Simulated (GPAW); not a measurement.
# CdTe (F-43m) in GPAW: notebook

Runs on CdTe. Level: PBE. Tasks: single point.

Everything below comes from runs of GPAW 26.7.0. Logs are shortened: lines on timing, memory, paths and dates and some standing lists are left out, and cuts for length are marked. The log counts tension as positive stress, the text compression.

**What was measured.**

From a printed reference work, data compilation, for a bulk crystal of CdTe at 0 K: band gap 1.607 eV.

The results are compared with them further down.

### Step 1. The structure

The structure is cubic, space group F-43m (No. 216). The conventional cell has a = 6.410 Å, b = 6.410 Å, c = 6.410 Å, α = 90.00°, β = 90.00°, γ = 90.00°. Around Te (site symmetry -43m) lie 4 Cd at 2.78 Å. Cd (site symmetry -43m) has 4 Te at 2.78 Å as nearest neighbours.

### Step 2. Single point, PBE

run.py reads:

```python
from ase import Atoms
from ase.dft.bandgap import bandgap
from ase.io import write
from ase.units import GPa
from gpaw import GPAW, PW

atoms = Atoms(['Te', 'Cd'],
              cell=[[0.0, 3.205, 3.205],
                    [3.205, 0.0, 3.205],
                    [3.205, 3.205, 0.0]],
              scaled_positions=[[0.75, 0.75, 0.75],
                                [0.0, 0.0, 0.0]],
              pbc=True)

calc = GPAW(mode=PW(600),
            xc='PBE',
            kpts={'size': (7, 7, 7), 'gamma': True},
            occupations={'name': 'methfessel-paxton', 'order': 0, 'width': 0.013000000000000001},
            nbands=18,
            convergence={'density': 1e-05, 'energy': 1e-05},
            maxiter=150,
            txt='gpaw.txt')
atoms.calc = calc
energy = atoms.get_potential_energy()
forces = atoms.get_forces()
stress = atoms.get_stress()
calc.write('gs.gpw')
write('result.traj', atoms)
print(f'Energy: {energy:.6f} eV')
print('Forces (eV/A):')
print(forces.round(4))
print('Stress (GPa):', (stress / GPa).round(3))
print('Fermi level:', round(calc.get_fermi_level(), 4), 'eV')
print(f'Gap: {bandgap(calc)[0]:.4f} eV, direct: {bandgap(calc, direct=True)[0]:.4f} eV')
```

Potentials or basis: GPAW PAW data sets (gpaw-data 1.2.1), pw.

Launch:

```console
> OMP_NUM_THREADS=1 python run.py
```

gpaw.txt:

```text
__  _  _
 | _ |_)|_||  |
 |__||  | ||/\| - 26.7.0

Input parameters:
  mode=PW(ecut=600.0),
  convergence={'density': 1e-05, 'energy': 1e-05},
  kpts=MonkhorstPack(size=(7, 7, 7), gamma=True),
  maxiter=150,
  nbands=18,
  occupations=Occupations(name='methfessel-paxton', order=0, width=0.013000000000000001),
  xc=XC(name='PBE')

Diagonalizing LCAO Hamiltonian
Converting LCAO to pw mode

                      Te

       Cd

Atoms  # Å, Bohr magnetons
|   | symbol |        x |        y |        z |    initial magnetic moments |
|---|--------|----------|----------|----------|-----------------------------|
| 0 |     Te | 4.807500 | 4.807500 | 4.807500 | ( 0.0000,  0.0000,  0.0000) |
| 1 |     Cd | 0.000000 | 0.000000 | 0.000000 | ( 0.0000,  0.0000,  0.0000) |

Unit cell  # Å
| periodic |        x |        y |        z |  lengths |    angles |
|----------|----------|----------|----------|----------|-----------|
|      yes | 0.000000 | 3.205000 | 3.205000 | 4.532554 | 60.000000 |
|      yes | 3.205000 | 0.000000 | 3.205000 | 4.532554 | 60.000000 |
|      yes | 3.205000 | 3.205000 | 0.000000 | 4.532554 | 60.000000 |

Number of symmetries: 24
Symmetry operations  # r_c * U_cc + t_c -> r_c
|    | kind |            matrix            |
|----|------|------------------------------|
|  0 |  E   |  1, 0, 0,  0, 1, 0,  0, 0, 1 |
|  1 |  σ   |  1, 0, 0,  0, 0, 1,  0, 1, 0 |
|  2 |  σ   |  1, 0,-1,  0, 1,-1,  0, 0,-1 |
|  3 |  C3  |  1, 0,-1,  0, 0,-1,  0, 1,-1 |
|  4 |  C3  |  1,-1, 0,  0,-1, 1,  0,-1, 0 |
|  5 |  σ   |  1,-1, 0,  0,-1, 0,  0,-1, 1 |
|  6 |  σ   |  0, 1, 0,  1, 0, 0,  0, 0, 1 |
|  7 |  C3  |  0, 1, 0,  0, 0, 1,  1, 0, 0 |
|  8 |  C2  |  0, 1,-1,  1, 0,-1,  0, 0,-1 |
|  9 |  S4  |  0, 1,-1,  0, 0,-1,  1, 0,-1 |
| 10 |  C3  |  0, 0, 1,  1, 0, 0,  0, 1, 0 |
| 11 |  σ   |  0, 0, 1,  0, 1, 0,  1, 0, 0 |
| 12 |  S4  |  0, 0,-1,  1, 0,-1,  0, 1,-1 |
| 13 |  C3  |  0, 0,-1,  0, 1,-1,  1, 0,-1 |
| 14 |  S4  |  0,-1, 1,  1,-1, 0,  0,-1, 0 |
| 15 |  C2  |  0,-1, 1,  0,-1, 0,  1,-1, 0 |
| 16 |  C3  |  0,-1, 0,  1,-1, 0,  0,-1, 1 |
| 17 |  S4  |  0,-1, 0,  0,-1, 1,  1,-1, 0 |
| 18 |  S4  | -1, 1, 0, -1, 0, 1, -1, 0, 0 |
| 19 |  C3  | -1, 1, 0, -1, 0, 0, -1, 0, 1 |
| 20 |  C3  | -1, 0, 1, -1, 1, 0, -1, 0, 0 |
| 21 |  S4  | -1, 0, 1, -1, 0, 0, -1, 1, 0 |
| 22 |  σ   | -1, 0, 0, -1, 1, 0, -1, 0, 1 |
| 23 |  C2  | -1, 0, 0, -1, 0, 1, -1, 1, 0 |

BZ-sampling:
  Number of BZ points: 343
  Number of IBZ points: 20

  Monkhorst-Pack size: [7, 7, 7]
  Monkhorst-Pack shift: [0, 0, 0]

K-points  # in reciprocal-cell coordinates
|     |                                coordinates |     weight |
|-----|--------------------------------------------|------------|
|   0 | (  0.00000000,   0.00000000,   0.00000000) | 0.00291545 |
|   1 | (  0.14285714,   0.14285714,   0.00000000) | 0.01749271 |
|   2 | (  0.14285714,   0.14285714,   0.14285714) | 0.02332362 |
|   3 | (  0.28571429,   0.14285714,   0.14285714) | 0.03498542 |
|   4 | (  0.28571429,   0.28571429,   0.00000000) | 0.01749271 |
|   5 | (  0.28571429,   0.28571429,   0.14285714) | 0.06997085 |
|   6 | (  0.28571429,   0.28571429,   0.28571429) | 0.02332362 |
|   7 | (  0.42857143,  -0.28571429,  -0.28571429) | 0.03498542 |
|   8 | (  0.42857143,   0.28571429,  -0.42857143) | 0.13994169 |
|   9 | (  0.42857143,   0.28571429,  -0.28571429) | 0.06997085 |
| ... |                                            |            |
|  19 | (  0.42857143,   0.42857143,   0.42857143) | 0.02332362 |

Plane wave coefficients: 2213
Cutoff: 600.0 eV

Spin-components: 1 (collinear spins)
Bands:           18
Projectors:      11
Spin-degeneracy: 2
Datatype:        complex128

Parallelization:
  kpt:    1
  domain: 1
  band:   1

Density:
  Valence electrons: 18.0
  Components: 1
  Grid points: [27 27 27]
  Charge: 0.0  # |e|

Potential:
  Grid points: [27 27 27]

species:
  Te:
    name:    Tellurium
    Z:       52.0
    valence: 6
    core:    46
    charge:  0.0  # [|e|]
    compensation charges:
      type: gauss
      rc: 0.36  # [Å]
      lmax: 2
    cutoffs:
      filter: 2.09  # [Å]
      core: 3.17  # [Å]
    projectors
    | kind |    occ | energy [eV] | rcut [Å] |
    |------|--------|-------------|----------|
    |   5s |  2.000 |     -15.089 |    1.180 |
    |   5p |  4.000 |      -5.955 |    1.196 |
    |    s |        |      12.123 |    1.180 |
    |    p |        |      21.256 |    1.196 |
    |    d |        |       0.000 |    1.238 |

    Using partial waves for Te as LCAO basis

  Cd:
    name:    Cadmium
    Z:       48.0
    valence: 12
    core:    36
    charge:  0.0  # [|e|]
    compensation charges:
      type: gauss
      rc: 0.38  # [Å]
      lmax: 2
    cutoffs:
      filter: 2.12  # [Å]
      core: 2.62  # [Å]
    projectors
    | kind |    occ | energy [eV] | rcut [Å] |
    |------|--------|-------------|----------|
    |   5s |  2.000 |      -5.655 |    1.191 |
    |   5p |  0.000 |      -1.186 |    1.228 |
    |   4d | 10.000 |     -11.739 |    1.164 |
    |    s |        |      21.556 |    1.191 |
    |    p |        |      26.026 |    1.228 |
    |    d |        |      15.473 |    1.164 |

    Using partial waves for Cd as LCAO basis

Reference energy: -336963.801770  # eV

eigensolver:
  PPCG
  Converge bands: occupied
  niter=2

density mixing:
  MSR1-Mixer
  Pratt-step length: 0.05
  Maximum mixing coefficient: 0.75
  Old densities: 10
  SVD Regularization: 0.005
  Good broyden scale: 1.0
  Trust region scale: 1.0
  Backstep threshold: 4.0
  History deletion threshold: 6.0
  Fourier metric: weight=20.0, sigma=0.015

occupation numbers:
  Methfessel-Paxton:
    width: 0.0130  # eV
    order: 0

poisson solver:
  ecut: 4800.0  # eV

xc functional:
  name: PBE with 2 nearest neighbor stencil

convergence criteria:
- Maximum integral of absolute [dens]ity change: 1e-05 electrons / valence electron
- Maximum [total energy] change in last 3 cyles: 1e-05 eV / valence electron
- Maximum integral of absolute [eigenst]ate change: 4e-08 eV^2 / valence electron
maximum number of iterations: 150

SCF iterations
|iter     | |      energy | eigst |  dens |
|---------|-|-------------|-------|-------|
|iter:   1| |   -5.224094 | -0.35 |       |
|iter:   2| |   -5.180484 | -2.35 | -1.25 |
|iter:   3| |   -5.012911 | -1.76 | -1.30 |
|iter:   4| |   -5.011878 | -3.30 | -1.78 |
|iter:   5| |   -5.011536 | -3.79 | -2.23 |
|iter:   6| |   -5.011576 | -5.47 | -2.93 |
|iter:   7| |   -5.011580c| -6.69 | -3.55 |
|iter:   8| |   -5.011580c| -7.82c| -4.44 |
|iter:   9| |   -5.011580c| -8.39c| -5.29c|

Converged in 9 steps
Energy contributions relative to reference atoms: (reference = -336963.801770)

Energy contributions:
  Kinetic:          22.188491
  Coulomb:         -20.046600
  Zero:              0.257853
  External:          0.000000
  Xc:               -7.411324
  Entropy:          -0.000000
  Spinorbit:         0.000000
  ----------------------------
  Free energy:      -5.011580
  Extrapolated:     -5.011580

dipole moment: (-16.516115, -16.516115, -16.516115)  # |e|*Ang

Fermi level: 4.434
Eigenvalues  # (at kpt = [0.000, 0.000, 0.000])
| band index |      eig [eV] | occ [0-2] |
|------------|---------------|-----------|
|          0 |        -7.269 |     2.000 |
|          1 |        -4.271 |     2.000 |
|          2 |        -4.271 |     2.000 |
|          3 |        -4.271 |     2.000 |
|          4 |        -3.983 |     2.000 |
|          5 |        -3.983 |     2.000 |
|          6 |         4.087 |     2.000 |
|          7 |         4.087 |     2.000 |
|          8 |         4.087 |     2.000 |
|          9 |         4.958 |     0.000 |
|         10 |         8.660 |     0.000 |
|         11 |         8.660 |     0.000 |
|         12 |         8.660 |     0.000 |
|         13 |        11.599 |     0.000 |
|         14 |        13.622 |     0.000 |
|         15 |        13.622 |     0.000 |
|         16 |        14.187 |     0.000 |
|         17 |        14.187 |     0.000 |

Gap: 0.871 eV
Transition (v -> c):
  (s=0, k=0, n=8, [0.00, 0.00, 0.00]) -> (s=0, k=0, n=9, [0.00, 0.00, 0.00])
No difference between direct/indirect transitions

Forces  # eV/Ang
|        x |        y |        z |
|----------|----------|----------|
| -0.00000 |  0.00000 |  0.00000 |  # Te   0
| -0.00000 | -0.00000 | -0.00000 |  # Cd   1

Stress tensor  # eV/Ang^3
|         x |         y |         z |
|-----------|-----------|-----------|
| -0.023806 |  0.000000 | -0.000000 |
|  0.000000 | -0.023806 |  0.000000 |
| -0.000000 |  0.000000 | -0.023806 |

# Writing to gs.gpw (mode='')
```

It took 13 s on 1 thread of Arm Neoverse V2, shared host; peak memory 0.17 GiB.

What came out:

| Item | Value |
| --- | --- |
| Free energy | -5.0116 eV |
| Pressure | 3.8 GPa |
| Band gap on the k mesh | 0.87 eV, direct |

Levels at points of the mesh, in eV from the valence-band top:
```
           k point  band 5  band 6  band 7  band 8  band 9  band 10  band 11  band 12  band 13  band 14
(0.00, 0.00, 0.00)   -8.07   -8.07    0.00    0.00    0.00     0.87     4.57     4.57     4.57     7.51
```

Caveat: spin-orbit coupling is left out, which moves the levels of the heavy elements.

### Step 3. Single point, PBE

run.py reads:

```python
from ase.dft.bandgap import bandgap
from ase.io import read, write
from ase.units import GPa
from gpaw import GPAW, PW

atoms = read('POSCAR')

calc = GPAW(mode=PW(600),
            xc='PBE',
            kpts={'size': (7, 7, 7), 'gamma': True},
            occupations={'name': 'methfessel-paxton', 'order': 0, 'width': 0.014},
            nbands=18,
            convergence={'density': 1e-05, 'energy': 1e-05},
            maxiter=150,
            txt='gpaw.txt')
atoms.calc = calc
energy = atoms.get_potential_energy()
forces = atoms.get_forces()
stress = atoms.get_stress()
calc.write('gs.gpw')
write('result.traj', atoms)
print(f'Energy: {energy:.6f} eV')
print('Forces (eV/A):')
print(forces.round(4))
print('Stress (GPa):', (stress / GPa).round(3))
print('Fermi level:', round(calc.get_fermi_level(), 4), 'eV')
print(f'Gap: {bandgap(calc)[0]:.4f} eV, direct: {bandgap(calc, direct=True)[0]:.4f} eV')
```

POSCAR reads:

```
CdTe
1.0
    0.0000000000      3.2050000000      3.2050000000
    3.2050000000      0.0000000000      3.2050000000
    3.2050000000      3.2050000000      0.0000000000
Te Cd
1 1
Direct
    0.7500000000      0.7500000000      0.7500000000
    0.0000000000      0.0000000000      0.0000000000
```

Potentials or basis: GPAW PAW data sets (gpaw-data 1.2.1), pw.

Launch:

```console
> OMP_NUM_THREADS=1 python run.py
```

Run time: 14 s. Hardware: 1 thread of Arm Neoverse V2, shared host; peak memory 0.17 GiB.

It converged, with:

* Free energy: -5.0116 eV
* Pressure: 3.8 GPa
* Band gap on the k mesh: 0.87 eV, direct

Levels at points of the mesh, in eV from the valence-band top:
| k point | band 6 | band 7 | band 8 | band 9 | band 10 | band 11 | band 12 | band 13 |
| --- | --- | --- | --- | --- | --- | --- | --- | --- |
| (0.00, 0.00, 0.00) | -8.07 | 0.00 | 0.00 | 0.00 | 0.87 | 4.57 | 4.57 | 4.57 |

Caveat: spin-orbit coupling is left out, which moves the levels of the heavy elements.

### Step 4. How close it comes

Step 2. Against the measured gap of CdTe, 1.607 eV (0 K; a printed reference work, data compilation), the calculated 0.87 eV is off by -0.74 eV. Spin-orbit coupling on Cd, Te is left out. The value is that of PBE, without temperature or zero-point motion. Semilocal functionals fall short of measured gaps as a rule.

Step 3. A measured gap of CdTe is 1.607 eV (0 K; a printed reference work, data compilation); the calculated 0.87 eV misses it by -0.74 eV. Spin-orbit coupling on Cd, Te is left out. The value is that of PBE, without temperature or zero-point motion. Semilocal functionals fall short of measured gaps as a rule.
